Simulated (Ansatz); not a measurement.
## InP: stiffness from a series of strains

```
CELL_PARAMETERS angstrom
0.00000 2.85500 2.85500
2.85500 0.00000 2.85500
2.85500 2.85500 0.00000
ATOMIC_POSITIONS crystal
In 0.00000 0.00000 0.00000
P 0.50000 0.50000 0.50000
```

Atom numbers follow the list: In1, P2.

The cell comes from COD entry 1538565, which wasn't checked; take it as a given geometry.

No spin–orbit coupling, which matters for the heavy atoms here.

Method: DFT, PBEsol, all-electron LAPW, scalar-relativistic (Ansatz 0.2.0).

The runs use a Γ-centred 11×11×11 k mesh, Fermi–Dirac smearing of 0.03 eV, basis error target 0.25 meV/atom, no spin polarisation.

The strain is applied along the Cartesian axes of the cell as listed (γ is the engineering shear, twice εxy = εyz = εzx). Fractional coordinates are held (clamped ions).

σ is the change of stress from the unstrained cell, which is at -8.23 GPa; tension is positive, so slopes are stress–strain coefficients at that pressure. In a metal the k mesh adds noise.

Only quantities that a quadratic follows smoothly over the whole series are listed; rougher ones are left out.

```
      γ  σxy (GPa)
-0.0300      -0.81
-0.0200      -0.55
-0.0100      -0.27
 0.0000       0.00
 0.0100       0.29
 0.0300       0.92
```

Fit the series and read off the stiffness at zero strain.

Least-squares fits y = p0 + p1 x + p2 x² to the rows give σxy (GPa): p1 = 28.8, p2 = 58. So C44 (clamped ions) = 29 GPa.

One run, at γ = 0.0200, is withheld. Predict its row.

The fits give 0.60; the run gave 0.60.
